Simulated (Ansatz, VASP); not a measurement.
**Re in VASP and in Ansatz**

```xyz
2
Lattice="1.3562 -3.8019 0.0000 1.3562 3.8019 0.0000 0.0000 0.0000 2.9648" Properties=species:S:1:pos:R:3 pbc="T T T"
Re    1.3562   -2.7906    0.7412
Re    1.3562    2.7906    2.2236
```

Alike in both runs: task relaxation of cell and atoms; functional PBE; k mesh 6 × 6 × 6; occupations gaussian, width 0.1 eV; no spin polarisation.

|  | VASP | Ansatz |
| --- | --- | --- |
| version | VASP 6.6.1 | Ansatz 0.2.0 |
| potentials or method | VASP PAW PBE potentials, release 64 (Re) | scalar-relativistic, plane waves, PAW |
| plane-wave cutoff (eV) | 600 | 420 |
| valence electrons in the cell | 14 | 30 |

Ansatz gave:

* gap on the k mesh at the Fermi level, each at its own relaxed structure (eV): none
* relaxed volume (Å³/atom): 15.97
* relaxed cell length with the largest relative difference (Å): 4.297
* energy change over the relaxation (meV/atom): -166

Problem. Estimate VASP's values.

Solution. gap on the k mesh at the Fermi level, each at its own relaxed structure (eV): none; relaxed volume (Å³/atom): 15.94; relaxed cell length with the largest relative difference (Å): 4.289; energy change over the relaxation (meV/atom): -158.

A gap of «none» marks a metal or a gap that the smearing closes. The two sets of potentials don't hold the same shells in valence.

Caveats: the k mesh is coarse (spacing up to 0.41 Å⁻¹), so the values aren't converged. Spin-orbit coupling is left out, which matters for the levels of Re.
